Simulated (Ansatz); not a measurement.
**Zn in Ansatz: the effect of strain**

Zn:

```xyz
3
Lattice="2.2682 -1.3085 0.0000 2.2682 1.3085 0.0000 -1.5917 0.0000 7.0084" Properties=species:S:1:pos:R:3 pbc="T T T"
Zn    2.9969    0.0000    2.3443
Zn   -0.0523    0.0000    4.6640
Zn    0.0000    0.0000    0.0000
```

This isn't the form of Zn at room conditions, which is hcp.

Alike in all runs:

| Item | Value |
| --- | --- |
| Program | Ansatz 0.2.0 |
| Task | band structure |
| Functional | PBEsol |
| Potentials or basis | Ansatz PAW |
| Cutoff | 420 eV (not typed: the program's choice for these potentials) |
| k mesh | 10 × 10 × 3 |
| Occupations | fermi-dirac, width 0.05 eV |
| Spin | no spin polarisation |
| Kind of strain | uniaxial |
| Path | [["G", "Y", "F", "L", "I"], ["I1", "Z", "F1"], ["Y", "X1"], ["X", "G", "N"], ["M", "G"]] |
| Points for each segment of the path | 14 |

Task: One run gave: pressure 1.8 GPa. Which strain did it use?
A. 0.04
B. -0.02
C. 0.01
D. 0
E. -0.04

Result: E.

| strain | pressure (GPa) |
| --- | --- |
| -0.04 | 1.8 |
| -0.02 | 0.0 |
| -0.01 | -0.8 |
| 0 | -1.5 |
| 0.01 | -2.1 |
| 0.02 | -2.7 |
| 0.04 | -3.7 |

Caveats: the PAW data sets come from PBE, with cores solved anew for the run's functional, which leaves a small shift of forces and pressure.
